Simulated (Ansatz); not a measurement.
# Residual resistivity of an alloy: W(100) with 4 layers of random W-Nb, 2x2

Aim: the residual resistivity of a random alloy, from W(100) with 4 layers of random W-Nb, 2x2 and longer regions.

Program: Ansatz 0.2.0. Level of theory: Ansatz plane-wave DFT, PBE, PAW files; ballistic transport by layer matching (Landauer), zero bias; PAW set soft_1. Results are calculated unless marked as measured.

**1. The starting structure**

The cell holds 56 atoms: 48 W and 8 Nb. Cell: a = 6.330 Å, b = 6.330 Å, c = 22.154 Å, α = 90.0°, β = 90.0°, γ = 90.0°. It derives from W. Regions: lead, 40 atoms (40 W); scattering region, 16 atoms (8 Nb and 8 W). The structure is stacked along c, and the current runs across the ab planes.

**2. With 4 alloy layers**

In 4 layers a share of 0.5 of the sites is given to Nb at random. The layers about the cell's end stay perfect and serve as the lead. Disorder leaves little or no symmetry, which makes such runs dear. Energies from -0.05 to 0.05 eV in steps of 0.05 eV are too few for the program's thermal sum, so it prints no conductance; for a metal the transmission near the Fermi level serves, at a fraction of the cost.

Contents of input.yaml:

```yaml
crystal:
  lattice:
    - [6.3296, 0.0, 0.0]
    - [0.0, 6.3296, 0.0]
    - [0.0, 0.0, 22.1536]
  atoms:
    - { symbol: W, position: [0.0, 0.0, 0.0357142857] }
    - { symbol: W, position: [0.0, 0.5, 0.0357142857] }
    - { symbol: W, position: [0.5, 0.0, 0.0357142857] }
    - { symbol: W, position: [0.5, 0.5, 0.0357142857] }
    - { symbol: W, position: [0.25, 0.25, 0.1071428571] }
    - { symbol: W, position: [0.25, 0.75, 0.1071428571] }
    - { symbol: W, position: [0.75, 0.25, 0.1071428571] }
    - { symbol: W, position: [0.75, 0.75, 0.1071428571] }
    - { symbol: W, position: [0.0, 0.0, 0.1785714286] }
    - { symbol: W, position: [0.0, 0.5, 0.1785714286] }
    - { symbol: W, position: [0.5, 0.0, 0.1785714286] }
    - { symbol: W, position: [0.5, 0.5, 0.1785714286] }
    - { symbol: W, position: [0.25, 0.25, 0.25] }
    - { symbol: W, position: [0.25, 0.75, 0.25] }
    - { symbol: W, position: [0.75, 0.25, 0.25] }
    - { symbol: W, position: [0.75, 0.75, 0.25] }
    - { symbol: W, position: [0.0, 0.0, 0.3214285714] }
    - { symbol: W, position: [0.0, 0.5, 0.3214285714] }
    - { symbol: W, position: [0.5, 0.0, 0.3214285714] }
    - { symbol: W, position: [0.5, 0.5, 0.3214285714] }
    - { symbol: Nb, position: [0.25, 0.25, 0.3928571429] }
    - { symbol: W, position: [0.25, 0.75, 0.3928571429] }
    - { symbol: W, position: [0.75, 0.25, 0.3928571429] }
    - { symbol: W, position: [0.75, 0.75, 0.3928571429] }
    - { symbol: Nb, position: [0.0, 0.0, 0.4642857143] }
    - { symbol: W, position: [0.0, 0.5, 0.4642857143] }
    - { symbol: Nb, position: [0.5, 0.0, 0.4642857143] }
    - { symbol: Nb, position: [0.5, 0.5, 0.4642857143] }
    - { symbol: Nb, position: [0.25, 0.25, 0.5357142857] }
    - { symbol: W, position: [0.25, 0.75, 0.5357142857] }
    - { symbol: W, position: [0.75, 0.25, 0.5357142857] }
    - { symbol: W, position: [0.75, 0.75, 0.5357142857] }
    - { symbol: Nb, position: [0.0, 0.0, 0.6071428571] }
    - { symbol: Nb, position: [0.0, 0.5, 0.6071428571] }
    - { symbol: W, position: [0.5, 0.0, 0.6071428571] }
    - { symbol: Nb, position: [0.5, 0.5, 0.6071428571] }
    - { symbol: W, position: [0.25, 0.25, 0.6785714286] }
    - { symbol: W, position: [0.25, 0.75, 0.6785714286] }
    - { symbol: W, position: [0.75, 0.25, 0.6785714286] }
    - { symbol: W, position: [0.75, 0.75, 0.6785714286] }
    - { symbol: W, position: [0.0, 0.0, 0.75] }
    - { symbol: W, position: [0.0, 0.5, 0.75] }
    - { symbol: W, position: [0.5, 0.0, 0.75] }
    - { symbol: W, position: [0.5, 0.5, 0.75] }
    - { symbol: W, position: [0.25, 0.25, 0.8214285714] }
    - { symbol: W, position: [0.25, 0.75, 0.8214285714] }
    - { symbol: W, position: [0.75, 0.25, 0.8214285714] }
    - { symbol: W, position: [0.75, 0.75, 0.8214285714] }
    - { symbol: W, position: [0.0, 0.0, 0.8928571429] }
    - { symbol: W, position: [0.0, 0.5, 0.8928571429] }
    - { symbol: W, position: [0.5, 0.0, 0.8928571429] }
    - { symbol: W, position: [0.5, 0.5, 0.8928571429] }
    - { symbol: W, position: [0.25, 0.25, 0.9642857143] }
    - { symbol: W, position: [0.25, 0.75, 0.9642857143] }
    - { symbol: W, position: [0.75, 0.25, 0.9642857143] }
    - { symbol: W, position: [0.75, 0.75, 0.9642857143] }
kpoints:
  mp_grid: { grid: [4, 4, 1] }
hamiltonian:
  xc: pbe
  pseudopotentials: { kind: paw, azcp: { folder: soft_1 } }
scf:
  occupations: { method: fermi_dirac, width: 0.1 }
output:
  transmission: { leads: [[0, 4]], kmesh: [8, 8], e_range: [-0.05, 0.05], de: 0.05 }
  write_potential: true
  write_density: true
  volumetric_format: npy
```

Started as:

```sh
ansatz run input.yaml --threads 4 --pin off --max-ram 15360MiB --backend cpu --events-out ev --progress --plain --runs-dir out
```

Numbers of over 12 decimals in the logs are rounded to 6 here.

The log of the run:

```text
Engine: ansatz 0.2.0, aarch64-unknown-linux-gnu
Pseudopotentials: kind: paw
Pseudopotential: W, paw, valence charge 14, recommended cutoff 420 eV (normal), soft_1/W.paw.azcp
Pseudopotential: Nb, paw, valence charge 13, recommended cutoff 420 eV (normal), soft_1/Nb.paw.azcp
Functional definition: PBE
  parameter kappa = 0.804
  parameter beta = 0.066725
  exchange = pbe_x(kappa = kappa, mu = beta*pi^2/3)
  correlation = pbe_c(beta = beta)
Crystal: 56 atoms, lattice volume = 887.558 Å³
Basis set: ecut = 420 eV, 17351 PW (Γ)
Bands: 466, of which v1, the nominal top of the filled ones, is band 388 counted from 1 (387 counted from 0)
Symmetry: 2 space group operations
Space group: Cm (ITA 8), of the structure as read, at distance tolerance 9.6e-5 Å
k-points: 7 of 16 (time reversal used)
Non-local potential: W, projectors of the file, l = 0: 3, l = 1: 2, l = 2: 2, l = 3: 1
Non-local potential: Nb, projectors of the file, l = 0: 3, l = 1: 2, l = 2: 2, l = 3: 1
PAW form: soft (Blöchl's): semilocal exchange-correlation on the pseudo side does not see the compensation charge
PAW one-centre angular grid: W, 590 points (default); XC on 64 Gauss nodes
PAW one-centre angular grid: Nb, 590 points (default); XC on 64 Gauss nodes
Initial density: superposition of atomic densities (chi_scale 0.1, normalization cell, long waves of neutral atoms (reshape's long-wave potential 10.81 eV rms, cloud 3.26 Å wide))
Initial wavefunctions: pseudopotential atomic-orbital guess
Functional: x = pbe(κ = 0.804, μ = 0.219515), c = pbe(β = 0.066725)
SCF iter   1: F=—  HF=-534996.514290 eV  |F-HF|=—  |Δ(HF+E_count)|=         —  Δρ=1.01e-1  dr2=1.76e3  ethr=3.10e-3  ⟨swp⟩=5.1  Hψ=12026  notcnv=0  defer=17
preconditioner: auto → Kerker (q_TF=auto, 2.668 Å⁻¹)  [metal: Δε(μ)=0.001 eV  Ē_g=5.160 eV  σ=0.100 eV  W_gap=0.00  n_scr=286 (ndim 8)  ℏωp=22.6 eV  f_vac=0.000  D(μ)=33.21/eV (n_scr^D=262)]
SCF iter   2: F=—  HF=-534967.121673 eV  |F-HF|=—  |Δ(HF+E_count)|=    2.94e1  Δρ=6.17e-2  dr2=7.69e2  ethr=3.10e-3  ⟨swp⟩=2.7  Hψ=4975  notcnv=0  defer=49
SCF iter   3: F=—  HF=-534945.457908 eV  |F-HF|=—  |Δ(HF+E_count)|=    2.17e1  Δρ=1.46e-2  dr2=8.71e1  ethr=3.10e-3  ⟨swp⟩=3.0  Hψ=5647  notcnv=0  defer=40
SCF iter   4: F=—  HF=-534943.855749 eV  |F-HF|=—  |Δ(HF+E_count)|=    1.60e0  Δρ=7.60e-3  dr2=1.11e1  ethr=3.10e-3  ⟨swp⟩=3.0  Hψ=3911  notcnv=0  defer=11
SCF iter   5: F=—  HF=-534943.595609 eV  |F-HF|=—  |Δ(HF+E_count)|=   2.60e-1  Δρ=1.82e-3  dr2=1.06e0  ethr=1.43e-3  ⟨swp⟩=1.1  Hψ=3252  notcnv=0  defer=11
SCF iter   6: F=—  HF=-534943.575638 eV  |F-HF|=—  |Δ(HF+E_count)|=   2.00e-2  Δρ=4.91e-4  dr2=4.55e-2  ethr=1.36e-4  ⟨swp⟩=2.0  Hψ=3352  notcnv=0  defer=12
SCF iter   7: F=—  HF=-534943.574339 eV  |F-HF|=—  |Δ(HF+E_count)|=   1.30e-3  Δρ=1.39e-4  dr2=2.58e-3  ethr=5.86e-6  ⟨swp⟩=2.0  Hψ=3561  notcnv=0  defer=10
SCF iter   8: F=—  HF=-534943.574237 eV  |F-HF|=—  |Δ(HF+E_count)|=   1.02e-4  Δρ=3.73e-5  dr2=1.25e-4  ethr=3.33e-7  ⟨swp⟩=2.0  Hψ=3682  notcnv=0  defer=10
SCF iter   9: F=—  HF=-534943.574230 eV  |F-HF|=—  |Δ(HF+E_count)|=   6.32e-6  Δρ=7.46e-6  dr2=5.13e-6  ethr=1.61e-8  ⟨swp⟩=2.0  Hψ=4235  notcnv=0  defer=10
SCF iter  10: F=—  HF=-534943.573604 eV  |F-HF|=—  |Δ(HF+E_count)|=   6.27e-4  Δρ=1.59e-6  dr2=3.09e-7  ethr=6.61e-10  ⟨swp⟩=2.0  Hψ=4032  notcnv=0  defer=10
SCF iter  11: F=-534943.573604 eV  HF=-534943.573604 eV  |F-HF|=1.82e-8  |Δ(HF+E_count)|=   1.50e-8  Δρ=3.82e-7  dr2=1.88e-8  ethr=1.29e-11  ⟨swp⟩=7.7  Hψ=8609  notcnv=0
SCF 1 converged in 11 iterations: F = -534943.573604 eV  dr2 = 1.88e-8
  greatest PAW one-centre occupation: 0.999 electrons in one spin orbital (limit 2), on the W atom at site 34 (counted from 0), in its partial waves of l = 0
transmission: 69 of 672 steps passed
transmission: 138 of 672 steps passed
[...]
transmission: 672 of 672 steps passed
SCF converged after 11 iterations
Free energy (F): -534943.573604 eV
Harris-Foulkes:  -534943.573604 eV  (|F-HF|=1.82e-8)
Internal energy: -534942.878325 eV  (E = F + TS)
E sigma→0 (E₀):  -534943.225965 eV
Entropy (-TS):   -0.695278 eV (-12.416 meV/atom)
Fermi energy:    22.105556 eV
--- Per-component energies (eV) ---
  E_band       = -4293.726399
  E_kinetic    = 23288.822867
  E_local      = -30868.608632  (includes V_loc(G=0)·N_el)
  E_nonlocal   = -464.647396
  E_hartree    = 12619.978691
  E_xc         = -14198.653919
  E_vxc        = -12740.554203  (∫ρ·V_xc dr)
  E_paw        = -436398.427247  (= ΣΔE_a)
  E_vpaw       = -8748.702035  (= ΣTr[D̂ρ^β])
  E_aug_tail   = 0.007437  (compensation charges beyond the density's cutoff)
  E_ewald      = -88921.350126
  E_smearing   = -0.695278  (= −TS)
  E_closure    = 0.000000  (closes the sum)
  Σ components = -534943.573604   (vs F -534943.573604, Δ=0.00e0)
--- Band table (eV; the first three rows and the last of 7) ---
  k-point 0: bands = [... 384 lower, 22.3144, 22.3369, 22.3427, 22.3581, 22.3774, 22.3980, 22.4139, 22.4276, ... 74 higher]
  k-point 1: bands = [... 384 lower, 22.0931, 22.1184, 22.1829, 22.1895, 22.2558, 22.3157, 22.3484, 22.4045, ... 74 higher]
  k-point 2: bands = [... 384 lower, 21.6657, 21.7029, 21.7769, 21.8290, 22.3132, 22.3153, 22.3364, 22.3471, ... 74 higher]
  k-point 6: bands = [... 384 lower, 20.7707, 20.7731, 20.8436, 20.8819, 21.6765, 21.7332, 21.7400, 21.7858, ... 74 higher]
--- Transmission ---
  basis      : 349 plane waves across, 32 finite elements along
  points     : 21, standing for a mesh of 8 x 8
  energies   : 3 from -0.050000 to 0.050000 eV about the Fermi level, 0.050000 eV apart; the leads are filled to 0.000000 eV, and channels, transmission and decay are at 0.000000 eV
  crystal 0  : W4, at the sites [0, 4], period 1.5824 Å, over 15.82 Å; its Hamiltonian steps by up to 17.0 meV
    offset         : up to 0.0000 Å between an atom of the period and one for which it stands
    channels       : 5.531250e0 a spin
    conductance    : none, the energies end too early or step too widely for 300 K: set another output.transmission.e_range or a lower de, or, where they end at an eighth of basis.ecutwfc, a higher one
    slowest decay  : 0.0051 /Å at (0.5000, 0.3750)
  junction   : crystal 0 to crystal 0, 0.70 to 21.27 Å
    transmission   : 3.356851e0 a spin
    conductance    : none, the energies end too early or step too widely for 300 K: set another output.transmission.e_range or a lower de, or, where they end at an eighth of basis.ecutwfc, a higher one
```

It took 10 min on 4 threads of Arm Neoverse V1, shared host; peak memory 7.5 GiB.

This step gave:

- free energy: -534943.5736 eV
- energy at zero smearing: -534943.2260 eV
- Fermi energy: 22.11 eV
- cell area: 40.06 Å²
- transmission per spin nearest the Fermi level: 3.357
- open channels per spin nearest the Fermi level: 5.531
- step of the lead's potential: 17 meV

Per spin. Table of transmission, zone mean by energy, zero at the Fermi level:

```csv
energy (eV),"transmission, zone mean"
-0.0500,3.37
0.0000,3.36
0.0500,3.26
```

Per spin. Open channels, zone mean, lead against energy, zero at the Fermi level:

```csv
energy (eV),"open channels, zone mean, lead"
-0.0500,5.03
0.0000,5.53
0.0500,5.78
```

Transmission over k1 and k2. At 0.0000 eV from the Fermi level.

Values, 8 rows by 8 columns:
```
 0.0  1.0  1.6  2.7  3.9  2.7  1.6  1.0
 2.0  1.6  1.4  3.6  4.9  3.6  1.4  1.6
 2.5  2.7  3.6  7.9 10.0  7.9  3.6  2.7
 3.3  3.9  4.9 10.0 10.3 10.0  4.9  3.9
 2.5  2.7  3.6  7.9 10.0  7.9  3.6  2.7
 2.0  1.6  1.4  3.6  4.9  3.6  1.4  1.6
 0.0  1.0  1.6  2.7  3.9  2.7  1.6  1.0
 0.0  0.0  2.0  2.5  3.3  2.5  2.0  0.0
```
Columns: k1 (b1) from -0.5 to 0.375; rows upwards: k2 (b2) from -0.5 to 0.375.

Open channels over k1 and k2. At 0.0000 eV from the Fermi level.

Ten even steps from '0' (0.0) to '9' (14.0):
```
00225220
12157512
22599952
55799975
22599952
12157512
00225220
00125210
```
Columns: k1 (b1) from -0.5 to 0.375; rows upwards: k2 (b2) from -0.5 to 0.375.

Over the solved energies the transmission per spin lies between 3.26 and 3.37, out of 5.45 channels of the lead on average (up to 5.78).

**3. With 8 alloy layers**

In 8 layers a share of 0.5 of the sites is given to Nb at random. A fresh draw is used; the growth of the resistance with length is what counts.

System of this step: W(100) with 8 layers of random W-Nb, 2x2. The cell holds 72 atoms: 56 W and 16 Nb. Cell: a = 6.330 Å, b = 6.330 Å, c = 28.483 Å, α = 90.0°, β = 90.0°, γ = 90.0°. It derives from W. Regions: lead, 40 atoms (40 W); scattering region, 32 atoms (16 W and 16 Nb). The structure is stacked along c, and the current runs across the ab planes.

Contents of input.yaml:

```yaml
crystal:
  lattice:
    - [6.3296, 0.0, 0.0]
    - [0.0, 6.3296, 0.0]
    - [0.0, 0.0, 28.4832]
  atoms:
    - { symbol: W, position: [0.0, 0.0, 0.0277777778] }
    - { symbol: W, position: [0.0, 0.5, 0.0277777778] }
    - { symbol: W, position: [0.5, 0.0, 0.0277777778] }
    - { symbol: W, position: [0.5, 0.5, 0.0277777778] }
    - { symbol: W, position: [0.25, 0.25, 0.0833333333] }
    - { symbol: W, position: [0.25, 0.75, 0.0833333333] }
    - { symbol: W, position: [0.75, 0.25, 0.0833333333] }
    - { symbol: W, position: [0.75, 0.75, 0.0833333333] }
    - { symbol: W, position: [0.0, 0.0, 0.1388888889] }
    - { symbol: W, position: [0.0, 0.5, 0.1388888889] }
    - { symbol: W, position: [0.5, 0.0, 0.1388888889] }
    - { symbol: W, position: [0.5, 0.5, 0.1388888889] }
    - { symbol: W, position: [0.25, 0.25, 0.1944444444] }
    - { symbol: W, position: [0.25, 0.75, 0.1944444444] }
    - { symbol: W, position: [0.75, 0.25, 0.1944444444] }
    - { symbol: W, position: [0.75, 0.75, 0.1944444444] }
    - { symbol: W, position: [0.0, 0.0, 0.25] }
    - { symbol: W, position: [0.0, 0.5, 0.25] }
    - { symbol: W, position: [0.5, 0.0, 0.25] }
    - { symbol: W, position: [0.5, 0.5, 0.25] }
    - { symbol: W, position: [0.25, 0.25, 0.3055555556] }
    - { symbol: W, position: [0.25, 0.75, 0.3055555556] }
    - { symbol: W, position: [0.75, 0.25, 0.3055555556] }
    - { symbol: Nb, position: [0.75, 0.75, 0.3055555556] }
    - { symbol: Nb, position: [0.0, 0.0, 0.3611111111] }
    - { symbol: W, position: [0.0, 0.5, 0.3611111111] }
    - { symbol: Nb, position: [0.5, 0.0, 0.3611111111] }
    - { symbol: W, position: [0.5, 0.5, 0.3611111111] }
    - { symbol: Nb, position: [0.25, 0.25, 0.4166666667] }
    - { symbol: Nb, position: [0.25, 0.75, 0.4166666667] }
    - { symbol: W, position: [0.75, 0.25, 0.4166666667] }
    - { symbol: Nb, position: [0.75, 0.75, 0.4166666667] }
    - { symbol: W, position: [0.0, 0.0, 0.4722222222] }
    - { symbol: W, position: [0.0, 0.5, 0.4722222222] }
    - { symbol: W, position: [0.5, 0.0, 0.4722222222] }
    - { symbol: Nb, position: [0.5, 0.5, 0.4722222222] }
    - { symbol: Nb, position: [0.25, 0.25, 0.5277777778] }
    - { symbol: Nb, position: [0.25, 0.75, 0.5277777778] }
    - { symbol: Nb, position: [0.75, 0.25, 0.5277777778] }
    - { symbol: Nb, position: [0.75, 0.75, 0.5277777778] }
    - { symbol: W, position: [0.0, 0.0, 0.5833333333] }
    - { symbol: W, position: [0.0, 0.5, 0.5833333333] }
    - { symbol: Nb, position: [0.5, 0.0, 0.5833333333] }
    - { symbol: Nb, position: [0.5, 0.5, 0.5833333333] }
    - { symbol: Nb, position: [0.25, 0.25, 0.6388888889] }
    - { symbol: W, position: [0.25, 0.75, 0.6388888889] }
    - { symbol: W, position: [0.75, 0.25, 0.6388888889] }
    - { symbol: W, position: [0.75, 0.75, 0.6388888889] }
    - { symbol: W, position: [0.0, 0.0, 0.6944444444] }
    - { symbol: W, position: [0.0, 0.5, 0.6944444444] }
    - { symbol: Nb, position: [0.5, 0.0, 0.6944444444] }
    - { symbol: Nb, position: [0.5, 0.5, 0.6944444444] }
    - { symbol: W, position: [0.25, 0.25, 0.75] }
    - { symbol: W, position: [0.25, 0.75, 0.75] }
    - { symbol: W, position: [0.75, 0.25, 0.75] }
    - { symbol: W, position: [0.75, 0.75, 0.75] }
    - { symbol: W, position: [0.0, 0.0, 0.8055555556] }
    - { symbol: W, position: [0.0, 0.5, 0.8055555556] }
    - { symbol: W, position: [0.5, 0.0, 0.8055555556] }
    - { symbol: W, position: [0.5, 0.5, 0.8055555556] }
    - { symbol: W, position: [0.25, 0.25, 0.8611111111] }
    - { symbol: W, position: [0.25, 0.75, 0.8611111111] }
    - { symbol: W, position: [0.75, 0.25, 0.8611111111] }
    - { symbol: W, position: [0.75, 0.75, 0.8611111111] }
    - { symbol: W, position: [0.0, 0.0, 0.9166666667] }
    - { symbol: W, position: [0.0, 0.5, 0.9166666667] }
    - { symbol: W, position: [0.5, 0.0, 0.9166666667] }
    - { symbol: W, position: [0.5, 0.5, 0.9166666667] }
    - { symbol: W, position: [0.25, 0.25, 0.9722222222] }
    - { symbol: W, position: [0.25, 0.75, 0.9722222222] }
    - { symbol: W, position: [0.75, 0.25, 0.9722222222] }
    - { symbol: W, position: [0.75, 0.75, 0.9722222222] }
kpoints:
  mp_grid: { grid: [4, 4, 1] }
hamiltonian:
  xc: pbe
  pseudopotentials: { kind: paw, azcp: { folder: soft_1 } }
scf:
  occupations: { method: fermi_dirac, width: 0.1 }
output:
  transmission: { leads: [[0, 4]], kmesh: [8, 8], e_range: [-0.05, 0.05], de: 0.05 }
  write_potential: true
  write_density: true
  volumetric_format: npy
```

The log of the run:

```text
[...]
Crystal: 72 atoms, lattice volume = 1141.146 Å³
Basis set: ecut = 420 eV, 22299 PW (Γ)
Bands: 596, of which v1, the nominal top of the filled ones, is band 496 counted from 1 (495 counted from 0)
Symmetry: 1 space group operations
[...]
k-points: 10 of 16 (time reversal used)
[...]
SCF iter   1: F=—  HF=-654518.134091 eV  |F-HF|=—  |Δ(HF+E_count)|=         —  Δρ=1.02e-1  dr2=2.93e3  ethr=3.10e-3  ⟨swp⟩=4.8  Hψ=21820  notcnv=0  defer=60
[...]
SCF iter  11: F=-654448.806679 eV  HF=-654448.806679 eV  |F-HF|=2.93e-8  |Δ(HF+E_count)|=   3.82e-8  Δρ=3.85e-7  dr2=3.02e-8  ethr=1.01e-11  ⟨swp⟩=7.9  Hψ=17839  notcnv=0
SCF 1 converged in 11 iterations: F = -654448.806679 eV  dr2 = 3.02e-8
[...]
transmission: 156 of 1496 steps passed
transmission: 306 of 1496 steps passed
[...]
transmission: 1496 of 1496 steps passed
SCF converged after 11 iterations
Free energy (F): -654448.806679 eV
[...]
Internal energy: -654447.591532 eV  (E = F + TS)
E sigma→0 (E₀):  -654448.199106 eV
Entropy (-TS):   -1.215148 eV (-16.877 meV/atom)
Fermi energy:    21.939039 eV
[...]
--- Band table (eV; the first three rows and the last of 10) ---
  k-point 0: bands = [... 492 lower, 22.0576, 22.1178, 22.1536, 22.1562, 22.1645, 22.1740, 22.2419, 22.2579, ... 96 higher]
  k-point 1: bands = [... 492 lower, 22.0231, 22.0375, 22.1089, 22.1466, 22.1480, 22.1736, 22.2250, 22.2311, ... 96 higher]
  k-point 2: bands = [... 492 lower, 21.8258, 21.8408, 21.8631, 21.8892, 21.9718, 21.9943, 22.0375, 22.0515, ... 96 higher]
  k-point 9: bands = [... 492 lower, 20.7425, 20.8032, 20.8510, 20.8973, 20.9220, 20.9357, 20.9880, 21.0445, ... 96 higher]
--- Transmission ---
  basis      : 349 plane waves across, 44 finite elements along
  points     : 34, standing for a mesh of 8 x 8
[...]
channels       : 5.656250e0 a spin
[...]
slowest decay  : 0.0330 /Å at (0.5000, 0.5000)
  junction   : crystal 0 to crystal 0, 0.70 to 27.60 Å
    transmission   : 2.700665e0 a spin
[...]
```

Run time: 24 min. Hardware: 4 threads; peak memory 8.1 GiB.

This step gave:

```yaml
free_energy: -654448.8067 eV
energy_at_zero_smearing: -654448.1991 eV
fermi_energy: 21.94 eV
transmission_per_spin_nearest_the_fermi_level: 2.701
open_channels_per_spin_nearest_the_fermi_level: 5.656
step_of_the_lead_s_potential: 10.5 meV
```

Per spin. Table of transmission, zone mean by energy, zero at the Fermi level:

```csv
energy (eV),"transmission, zone mean"
-0.0500,2.80
0.0000,2.70
0.0500,2.59
```

Over the solved energies the transmission per spin lies between 2.59 and 2.80, out of 5.49 channels of the lead on average (up to 5.78).

[end of part 1 of 2]

[Logs are printed without paths, hosts, clocks, repeated set-up lines and the standing remarks that a program may print on its own settings, such as how far it seeks lower states.]

[Hosts, paths, dates, database ids (printed as entryN), source tags and the programs' standing remarks are cut or masked in the printed files.]
